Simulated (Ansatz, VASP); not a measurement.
**P in VASP and in Ansatz**

```
P
1.0
     6.47702    0.00000    0.00000
     0.00000    3.32629    3.22486
     0.00000   -3.32629    3.22486
P
8
Direct
  0.24999 0.46770 0.96701
  0.75001 0.96701 0.46770
  0.24999 0.96701 0.46770
  0.75001 0.46770 0.96701
  0.00000 0.79429 0.14083
  0.00000 0.14083 0.79429
  0.50000 0.29376 0.64028
  0.50000 0.64028 0.29376
```

Alike in both runs: functional PBE; k mesh 4 × 4 × 4; occupations gaussian, width 0.1 eV; no spin polarisation.

Ansatz relaxed the structure, and its values are those at the end. VASP's run is a single point on that final structure, the one shown.

|  | VASP | Ansatz |
| --- | --- | --- |
| version | VASP 6.6.1 | Ansatz 0.2.0 |
| potentials or method | VASP PAW PBE potentials, release 64 (P) | scalar-relativistic, plane waves, PAW |
| plane-wave cutoff (eV) | 520 | 420 |
| valence electrons in the cell | 40 | 40 |

Ansatz gave:

| Quantity | Value |
| --- | --- |
| gap on the k mesh at the Fermi level (eV) | none |
| pressure (GPa) | 0.2 |
| rms of the force components (eV/Å) | 0.004 |

Q: Estimate VASP's values.

A: gap on the k mesh at the Fermi level (eV): none; pressure (GPa): -0.1; rms of the force components (eV/Å): 0.007.

A gap of «none» marks a metal or a gap that the smearing closes. With one functional, cell and mesh, what is left measures potentials, basis and numerics.
